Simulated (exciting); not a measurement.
The system is MgO.

```
Mg O
1.0
     0.00000    2.09700    2.09700
     2.09700    0.00000    2.09700
     2.09700    2.09700    0.00000
Mg O
1 1
Direct
  0.00000 0.00000 0.00000
  0.50000 0.50000 0.50000
```

The cell is a database's computed one.

Base run:

* Program: exciting (release sodium)
* Functional: PBE
* Potentials or basis: all-electron LAPW+lo, shipped species files, valence relativity iora*
* rgkmax: 7.5
* k mesh: 11 × 11 × 11
* Occupations: fermi-dirac, width 0.05 eV
* Spin: no spin polarisation

Its results: band gap on the k mesh 4.87 eV, direct.

Q: The run is repeated on the same cell with these changes: functional from PBE to revPBE. What comes out?

A: Band gap on the k mesh 4.96 eV, direct.
